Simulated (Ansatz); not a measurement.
Si, hcp: how the functional moves the structure

All rows: Ansatz, plane waves with scalar-relativistic PAW, 420 eV (500 eV for the SCAN forms), relaxed under each functional, no dispersion correction, no zero-point motion. B₀ comes from uniform scaling at fixed shape; a dash is a value not given.

| functional | V (Å³/atom) | cell | B₀ (GPa) | magnetic state | ΔE to diamond (meV/atom) |
| --- | --- | --- | --- | --- | --- |
| PBE | 14.39 | a = 2.701 Å, c = 4.554 Å (c/a = 1.686) | 85 | spin not included | 505 |
| r²SCAN | 13.72 | a = 2.625 Å, c = 4.598 Å (c/a = 1.752) | 93 | spin not included | 692 |
| PBEsol | 13.99 | a = 2.678 Å, c = 4.506 Å (c/a = 1.683) | 96 | spin not included | 373 |
| LDA | 13.83 | a = 2.666 Å, c = 4.496 Å (c/a = 1.687) | 95 | spin not included | 417 |
| revPBE | 14.52 | a = 2.710 Å, c = 4.567 Å (c/a = 1.685) | 85 | spin not included | 531 |
| RPBE | 14.57 | a = 2.712 Å, c = 4.573 Å (c/a = 1.686) | 85 | spin not included | 541 |
| BLYP | 16.57 | a = 2.728 Å, c = 5.140 Å (c/a = 1.884) | 54 | spin not included | 936 |

r²SCAN gives the smallest volume and BLYP the largest.
